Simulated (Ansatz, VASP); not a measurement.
## AlSi31H (Al-H pair in Si): VASP beside Ansatz

Wanted: the spread between two codes on one cell, functional and k mesh. The cell is taken from a series of runs on this material, whose earlier steps may have relaxed, scaled, displaced or heated it; both programs get it as it stands.

Method: plane waves, with VASP 6.6.1 beside it; single point at HSE06, in Ansatz 0.2.0.

In doubt: a hybrid run on one k-point, which bears on gaps, levels and energies.

**1. Starting point**

The cell holds 33 atoms: 31 Si, 1 Al and 1 H. Cell: a = 9.474 Å, b = 9.474 Å, c = 9.474 Å, α = 109.5°, β = 109.5°, γ = 109.5°. It derives from Si (Si (Fd-3m)). Nearest the centre at fractional (0.441, 0.500, 0.500): H33 at 0.71 Å, Al32 at 0.92 Å, Si22 at 2.12 Å, Si26 at 2.73 Å, Si25 at 2.73 Å, Si31 at 2.73 Å, Si7 at 3.38 Å, Si8 at 3.54 Å.

**2. Ansatz: single point, HSE06**

Ansatz runs on its default PAW (the set named soft_2) files.

A single point gives forces, pressure and levels at one fixed geometry, so differences don't come from the geometry; what else differs is listed under the comparison.

The input, input.yaml:

```yaml
crystal:
  lattice:
    - [-5.46978324, 5.46978324, 5.46978324]
    - [5.46978324, -5.46978324, 5.46978324]
    - [5.46978324, 5.46978324, -5.46978324]
  atoms:
    - { symbol: Si, position: [0.001392509, 0.00233069, 0.503750498] }
    - { symbol: Si, position: [-0.014538647, 0.240414762, 0.244981402] }
    - { symbol: Si, position: [0.004792608, 0.500218634, -0.000946474] }
    - { symbol: Si, position: [0.000934302, 0.750832655, 0.755517409] }
    - { symbol: Si, position: [0.252577943, -0.002930243, 0.249166525] }
    - { symbol: Si, position: [0.252518802, 0.252936548, 0.004654639] }
    - { symbol: Si, position: [0.257817992, 0.500242415, 0.751286212] }
    - { symbol: Si, position: [0.245747005, 0.75959641, 0.504765692] }
    - { symbol: Si, position: [0.498893955, -0.00219482, 0.001377356] }
    - { symbol: Si, position: [0.49992004, 0.245213473, 0.755779881] }
    - { symbol: Al, position: [0.540612162, 0.50029288, 0.506070751] }
    - { symbol: Si, position: [0.499480086, 0.747358974, 0.251666994] }
    - { symbol: Si, position: [0.755909597, 0.003763158, 0.752489785] }
    - { symbol: Si, position: [0.750604521, 0.249263556, 0.504917255] }
    - { symbol: Si, position: [0.758024474, 0.500269516, 0.244240117] }
    - { symbol: Si, position: [0.755081224, 0.755061577, 0.010848092] }
    - { symbol: Si, position: [0.006375273, 0.001555326, 0.257154933] }
    - { symbol: Si, position: [0.001527884, 0.252844927, 0.004043279] }
    - { symbol: Si, position: [0.00565456, 0.500214285, 0.74971855] }
    - { symbol: Si, position: [-0.004649274, 0.752752696, 0.504047145] }
    - { symbol: Si, position: [0.251613348, 0.000868534, -0.000115473] }
    - { symbol: Si, position: [0.250319396, 0.24855222, 0.753358348] }
    - { symbol: Si, position: [0.215332897, 0.499849113, 0.492202312] }
    - { symbol: Si, position: [0.248772609, 0.747756985, 0.251388037] }
    - { symbol: Si, position: [0.505093277, -0.001084828, 0.755827342] }
    - { symbol: Si, position: [0.497791216, 0.237421411, 0.505499531] }
    - { symbol: Si, position: [0.510452863, 0.500284107, 0.242883352] }
    - { symbol: Si, position: [0.502184878, 0.751869836, 0.004991266] }
    - { symbol: Si, position: [0.750906256, -0.000929412, 0.499039769] }
    - { symbol: Si, position: [0.742158565, 0.247493516, 0.251287137] }
    - { symbol: Si, position: [0.754848168, 0.500037484, -0.005298034] }
    - { symbol: Si, position: [0.760184792, 0.763240838, 0.76832448] }
    - { symbol: H, position: [0.392733998, 0.497747126, 0.422941022] }
basis:
  ecutwfc: 420
  xc_grid: 2
hamiltonian:
  xc: hse06
kpoints:
  mp_grid: { grid: [1, 1, 1] }
scf:
  occupations: { method: fermi_dirac, width: 0.01 }
  max_iter: 120
output:
  forces: true
checkpoint:
  read: "../relax.run"
```

Run with:

```console
ansatz run input.yaml --threads 2 --pin off --max-ram 4710MiB --backend cpu --events-out ev --progress --plain --runs-dir out
```

Numbers of over 12 decimals in the logs are rounded to 6 here.

The program printed:

```text
Warning: checkpoint.read: the run can stay near the saved state's solution: 2 site(s) moved relative to the saved geometry (max |Δs| = 4.732e-2 fractional); the SCF starts from the saved state under `checkpoint.density_extrapolation: transplant`, in force with no word given; its orbitals are not used off its sites. A run without `checkpoint.read` takes nothing of the state. A lower free energy from it at the same positions (and U, V and field ramp, if any) shows a solution that this start missed, and an equal or higher one rules none out (checkpoint.read, Limitations, in the input reference)
exact exchange: scf.exx.singularity resolves to wigner_seitz, which cuts the screened interaction at the faces of the exchange supercell's Wigner-Seitz cell, so that each pair interacts once, at the shortest of its separations (the periodic images that this leaves out come, for a point-like exchange hole, to about 0.019 eV on a filled level). The cut falls within the interaction's reach, and what an exchange supercel [...]
Engine: ansatz 0.2.0, aarch64-unknown-linux-gnu
Pseudopotentials: kind: paw
Pseudopotential: Si, paw, valence charge 4, recommended cutoff 420 eV (normal), Si.paw.azcp
Pseudopotential: Al, paw, valence charge 3, recommended cutoff 420 eV (normal), Al.paw.azcp
Pseudopotential: H, paw, valence charge 1, recommended cutoff 420 eV (normal), H.paw.azcp
Functional definition: HSE06
  parameter a = 0.25
  parameter omega = 0.11/bohr
  exchange = pbe_x - a*pbe_x_sr(omega) + a*exact_x_sr(omega)
  correlation = pbe_c
Crystal: 33 atoms, lattice volume = 654.591 Å³
Basis set: ecut = 420 eV, 12839 PW (Γ), exchange–correlation on 128×128×128 points (8 copies of the dense FFT grid, shifted against one another)
Bands: 97, of which v1, the nominal top of the filled ones, is band 64 counted from 1 (63 counted from 0)
Symmetry: 1 space group operations
Space group: P1 (ITA 1), of the structure as read, at distance tolerance 8.7e-5 Å
k-points: 1
Non-local potential: Si, projectors of the file, l = 0: 2, l = 1: 2, l = 2: 2
Non-local potential: Al, projectors of the file, l = 0: 2, l = 1: 2, l = 2: 1
Non-local potential: H, projectors of the file, l = 0: 2, l = 1: 1
PAW form: soft (Blöchl's): semilocal exchange-correlation on the pseudo side does not see the compensation charge
PAW frozen core: Si, regenerated for the run's functional, and the local potential with it (the file was generated under x = pbe(κ = 0.804, μ = 0.219515), c = pbe(β = 0.066725))
PAW frozen core: Al, regenerated for the run's functional, and the local potential with it (the file was generated under x = pbe(κ = 0.804, μ = 0.219515), c = pbe(β = 0.066725))
PAW one-centre angular grid: Si, 110 points (default); XC on 64 Gauss nodes
PAW one-centre angular grid: Al, 110 points (default); XC on 64 Gauss nodes
PAW one-centre angular grid: H, 110 points (default); XC on 64 Gauss nodes
Initial density: read from a saved state, or passed on in memory by an earlier SCF of this step, an earlier step, the calling program or the single point that the run made first, carried with its atoms to this geometry
Initial wavefunctions: pseudopotential atomic-orbital guess
Functional: x = pbe(κ = 0.804, μ = 0.219515), c = pbe(β = 0.066725), warm-up for x = pbe(κ = 0.804, μ = 0.219515) + 0.25 (exact − pbe) at short range (hse, ω = 0.207870 Å⁻¹), c = pbe(β = 0.066725); HSE06 as pw.x's `hse` composes it (authors' and Libxc's form: `xc: wpbeh`)
iter 1 solved again at ethr=1.02e-3 eV; its pass at ethr=1.00e-1 eV (dr2=1.30e0 eV) is discarded
SCF iter   1: F=—  HF=-20256.659949 eV  |F-HF|=—  |Δ(HF+E_count)|=         —  Δρ=1.51e-2  dr2=1.30e0  ethr=1.02e-3  ⟨swp⟩=8.0  Hψ=613  notcnv=0
preconditioner: auto → none  [insulator: Δε(μ)=0.446 eV  Ē_g=7.867 eV  σ=0.010 eV  W_gap=1.00  n_scr=86 (ndim 8)  ℏωp=16.4 eV  f_vac=0.000  D(μ)=0.00/eV (n_scr^D=0)]
SCF iter   2: F=—  HF=-20256.309070 eV  |F-HF|=—  |Δ(HF+E_count)|=   3.51e-1  Δρ=5.91e-3  dr2=1.66e-1  ethr=1.02e-3  ⟨swp⟩=4.0  Hψ=205  notcnv=0
[...]
SCF iter   4: F=—  HF=-20256.272895 eV  |F-HF|=—  |Δ(HF+E_count)|=   3.21e-3  Δρ=4.07e-4  dr2=2.30e-3  ethr=1.63e-5  ⟨swp⟩=6.0  Hψ=303  notcnv=0  defer=10
iter 5 solved again at ethr=1.13e-7 eV; its pass at ethr=1.80e-6 eV (dr2=1.45e-4 eV) is discarded
SCF iter   5: F=—  HF=-20256.272726 eV  |F-HF|=—  |Δ(HF+E_count)|=   1.69e-4  Δρ=1.48e-4  dr2=1.50e-4  ethr=1.13e-7  ⟨swp⟩=3.0  Hψ=414  notcnv=0
SCF iter   6: F=-20256.272742 eV  HF=-20256.272741 eV  |F-HF|=6.50e-7  |Δ(HF+E_count)|=   1.53e-5  Δρ=4.33e-5  dr2=1.12e-5  ethr=1.13e-7  ⟨swp⟩=3.0  Hψ=173  notcnv=0
SCF 1 stopped early in 6 iterations: F = -20256.272742 eV  dr2 = 1.12e-5
  greatest PAW one-centre occupation: 0.639 electrons in one spin orbital (limit 2), on the Si atom at site 22 (counted from 0), in its partial waves of l = 0
Initial density: handed on by an earlier stage of this run
Initial wavefunctions: those handed on with the density
Functional: x = pbe(κ = 0.804, μ = 0.219515) + 0.25 (exact − pbe) at short range (hse, ω = 0.207870 Å⁻¹), c = pbe(β = 0.066725); HSE06 as pw.x's `hse` composes it (authors' and Libxc's form: `xc: wpbeh`)
[...]
SCF iter   9: F=-20272.160735 eV  HF=-20272.160736 eV  |F-HF|=8.12e-7  |Δ(HF+E_count)|=   4.03e-5  Δρ=1.81e-5  dr2=1.99e-5  ethr=4.87e-8  ⟨swp⟩=3.0  Hψ=196  notcnv=0
SCF 2 stopped early in 9 iterations: F = -20272.160735 eV  dr2 = 1.99e-5
  Residual-converged pass: ⟨swp⟩=4.0  Hψ=289  notcnv=0  max |occ|·‖R‖ = 4.8e-6 eV (tolerance 6.7e-6 eV)  dr2=1.99e-5  dr2_onsite=4.02e-8  max |Δocc| = 0.0e0
  greatest PAW one-centre occupation: 0.645 electrons in one spin orbital (limit 2), on the Si atom at site 22 (counted from 0), in its partial waves of l = 0
hybrid outer 1: dexx = +6.756e-2 eV, tail = 4.62e-5 eV
Exchange kernel: α = 0.2500, screened, ω = 0.2079 Å⁻¹, Wigner–Seitz truncation, v(0) = 842.9347 eV·Å³, q-mesh 1×1×1, nearest image of the exchange supercell L = 9.47 Å, pair-density grid 32×32×32, without the augmentation charges, whose exchange is taken in its separable form (sized by the pseudopotential files, 54×54×54 at the most)
Frozen-core exchange: fock
SCF iter   1: F=—  HF=-20272.160036 eV  |F-HF|=—  |Δ(HF+E_count)|=         —  Δρ=2.75e-5  dr2=7.13e-6  ethr=1.81e-7  ⟨swp⟩=7.0  Hψ=290  notcnv=0
preconditioner: auto → none  [insulator: Δε(μ)=1.054 eV  Ē_g=9.176 eV  σ=0.010 eV  W_gap=1.00  n_scr=86 (ndim 8)  ℏωp=16.4 eV  f_vac=0.000  D(μ)=0.00/eV (n_scr^D=0)]
SCF iter   2: F=—  HF=-20272.160034 eV  |F-HF|=—  |Δ(HF+E_count)|=   1.66e-6  Δρ=5.63e-6  dr2=1.21e-6  ethr=4.76e-9  ⟨swp⟩=3.0  Hψ=188  notcnv=0
SCF iter   3: F=—  HF=-20272.160038 eV  |F-HF|=—  |Δ(HF+E_count)|=   4.51e-6  Δρ=7.84e-6  dr2=5.85e-7  ethr=1.59e-10  ⟨swp⟩=7.0  Hψ=329  notcnv=0
SCF iter   4: F=—  HF=-20272.160038 eV  |F-HF|=—  |Δ(HF+E_count)|=   1.46e-7  Δρ=1.13e-6  dr2=1.24e-7  ethr=1.59e-10  ⟨swp⟩=3.0  Hψ=209  notcnv=0
SCF iter   5: F=—  HF=-20272.160039 eV  |F-HF|=—  |Δ(HF+E_count)|=   3.87e-7  Δρ=2.35e-6  dr2=4.61e-8  ethr=2.51e-11  ⟨swp⟩=7.0  Hψ=350  notcnv=0
SCF iter   6: F=—  HF=-20272.160039 eV  |F-HF|=—  |Δ(HF+E_count)|=   1.07e-8  Δρ=5.36e-7  dr2=1.35e-8  ethr=2.51e-11  ⟨swp⟩=2.0  Hψ=161  notcnv=0
SCF iter   7: F=-20272.160039 eV  HF=-20272.160039 eV  |F-HF|=3.14e-9  |Δ(HF+E_count)|=   4.17e-8  Δρ=8.26e-7  dr2=6.49e-9  ethr=2.23e-12  ⟨swp⟩=7.0  Hψ=318  notcnv=0
SCF 3 converged in 7 iterations: F = -20272.160039 eV  dr2 = 6.49e-9
  Residual-converged pass: ⟨swp⟩=2.0  Hψ=130  notcnv=0  max |occ|·‖R‖ = 1.5e-6 eV (tolerance 1.8e-6 eV)  dr2=6.49e-9  dr2_onsite=5.50e-11  max |Δocc| = 0.0e0
hybrid outer 2: dexx = +6.862e-6 eV, tail = 1.36e-8 eV, Δε = 4.02e-4 eV (about 9.06e-6 eV left of the loop's levels), ΔF = 3.67e-3 eV/Å (tail 1.96e-4)
WARN: the filled states extend beyond the cell (their overlap across the Brillouin zone is 0.300, against 0 in a metal and nearly 1 for localised states). With one k-point a hybrid's gap, moments and forces can then be wrong. Use a denser k-mesh, or a larger cell for a defect
hybrid SCF converged: 2 outer / 16 inner (+6 warm-up), last move |dexx| = 6.86e-6 eV, tail = 1.36e-8 eV
Stability not checked: this state was not tested for a lower state beside it, because the functional holds exact exchange (a hybrid, or Hartree-Fock), whose exchange loop this test does not read (fock_operator; see scf.lower_state_search)
Free energy (F): -20272.160039 eV
Frozen-core exchange: fock
Harris-Foulkes:  -20272.160039 eV  (|F-HF|=3.14e-9)
Internal energy: -20272.160039 eV  (E = F + TS)
E sigma→0 (E₀):  -20272.160039 eV
Fermi energy:    6.279313 eV
--- Per-component energies (eV) ---
  E_band       = 27.283982
  E_kinetic    = 1300.420439
  E_local      = -895.409681  (includes V_loc(G=0)·N_el)
  E_nonlocal   = 794.994145
  E_hartree    = 254.225232
  E_xc         = -1434.183545
  E_vxc        = -1216.530517  (∫ρ·V_xc dr)
  E_exx        = -179.087621  (= α·E_x^exact, valence–valence)
  E_paw        = -16524.174584  (= ΣΔE_a)
  E_vpaw       = -106.463878  (= ΣTr[D̂ρ^β])
  E_aug_tail   = -0.001170  (compensation charges beyond the density's cutoff)
  E_ewald      = -3587.065800
  E_core_change = -1.877454  (= ΣΔE_core)
  E_smearing   = -0.000000  (= −TS)
  E_closure    = -0.000000  (closes the sum)
  Σ components = -20272.160039   (vs F -20272.160039, Δ=3.64e-12)
--- Forces (eV/Å), atoms counted from 1 ---
  atom   1  Si    -0.03923847     0.01818893     0.06936648
  atom   2  Si    -0.12019749     0.20117522     0.19404777
  atom   3  Si    -0.02028446     0.00350092     0.01967586
  atom   4  Si     0.07051726     0.08471726     0.03596294
  atom   5  Si     0.00008941    -0.02974343     0.02796510
  atom   6  Si     0.00537474     0.05057135    -0.03845308
  atom   7  Si    -0.00067167    -0.11177719     0.00187355
  atom   8  Si    -0.18434227     0.19359925     0.11662879
  atom   9  Si    -0.07193433     0.01896667     0.03987822
  atom  10  Si     0.01383106     0.00270673     0.05125298
  atom  11  Al    -1.09630740     4.86683025     1.19497996
  atom  12  Si     0.03897905     0.05156227    -0.00455079
  atom  13  Si    -0.02751483    -0.03002405     0.00274211
  atom  14  Si    -0.03511630     0.08503810    -0.07469997
  atom  15  Si    -0.06315679    -0.17366928     0.06639454
  atom  16  Si    -0.05003658     0.00293965    -0.01749185
  atom  17  Si     0.00150806    -0.03964748    -0.00789839
  atom  18  Si    -0.00264680    -0.01738720    -0.02976672
  atom  19  Si    -0.01804609    -0.06428121     0.01575178
  atom  20  Si    -0.01473507     0.02821718    -0.20741932
  atom  21  Si    -0.01115049     0.00734382    -0.01055464
  atom  22  Si     0.05228812     0.03199513     0.01270118
  atom  23  Si    -0.93806798     0.68237388     0.92365788
  atom  24  Si     0.02934056    -0.01776655     0.00267720
  atom  25  Si     0.00825257    -0.04121502    -0.00302608
  atom  26  Si    -0.11319305     0.09298667    -0.01260165
  atom  27  Si    -0.23536348    -0.00361441     0.23370480
  atom  28  Si    -0.01214593     0.03229429    -0.05521324
  atom  29  Si     0.00955742     0.00799149     0.01604471
  atom  30  Si     0.21109446     0.02806140     0.01320679
  atom  31  Si    -0.00101292     0.04593992     0.00142399
  atom  32  Si     0.01350585     0.08561883     0.11293185
  atom  33  H      2.60080828    -6.09345278    -2.69117004
  max |Σ_I F_I| component: 4.06e-5 eV/Å
--- Band table (eV) ---
  k-point 0: bands = [... 60 lower, 4.6993, 5.5424, 5.7388, 5.7508, 6.8052]
  guard bands above this table: 32 of the run's 97 bands. The solve was not asked for them (output.publish_guard_bands: true or output.eigenvalues: true publishes all)
```

In the SCF lines HF is the Harris–Foulkes energy and dr2 the Hartree energy of the density residual, in eV; the loop may stop once dr2 is under the threshold and the program's other checks hold. Hψ counts applications of the Hamiltonian.

(Continued in part 2 of 2.)

[Lines on the potential files, build, host, timing and source positions are cut from VASP's logs without a mark.]

[Logs are printed without paths, hosts, clocks, repeated set-up lines and the standing remarks that a program may print on its own settings, such as how far it seeks lower states.]

[Hosts, paths, dates, database ids (printed as entryN), source tags and the programs' standing remarks are cut or masked in the printed files.]
